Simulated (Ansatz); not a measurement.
Runs of Ansatz 0.2.0 on Ag. Symmetry: Im-3m, No. 229, cubic system. The conventional cell has a = 3.311 Å, b = 3.311 Å, c = 3.311 Å, α = 90.00°, β = 90.00°, γ = 90.00°. Around Ag (site symmetry m-3m) lie 8 Ag at 2.87 Å. This isn't the form of Ag at room conditions, which is fcc.

| level | cutoff (eV) | gap on the mesh (eV) | pressure (GPa) | relaxed volume (Å³/atom) |
| --- | --- | --- | --- | --- |
| r2SCAN | 500 | none | 0.0 | 17.42 |
| BLYP | 420 | none | 0.0 | 19.43 |
| RPBE | 420 | none | 0.0 | 18.83 |
| LDA | 420 | none | 0.0 | (b) |
| PBEsol | 420 | none | 0.0 | (a) |
| revPBE | 420 | none | 0.0 | 18.58 |

Alike in all rows: task relaxation of cell and atoms; potentials or basis Ansatz PAW; no spin polarisation; cell relaxed; k mesh 11 × 11 × 11; smearing fermi-dirac 0.05 eV.

Question: Fill in the values left out.

Answer: (a) 16.79; (b) 16.13.

Caveats: the plane-wave basis is chosen anew once the cell has moved, so the energies of steps on either side of that aren't comparable; the PAW data sets come from PBE, with cores solved anew for the run's functional, which leaves a small shift of forces and pressure.

A k mesh can miss the band edges, and the runs leave out spin-orbit coupling on Ag.

A gap of «none» marks a metal or a gap under the smearing width.

Runs at the PBE level aren't shown here.
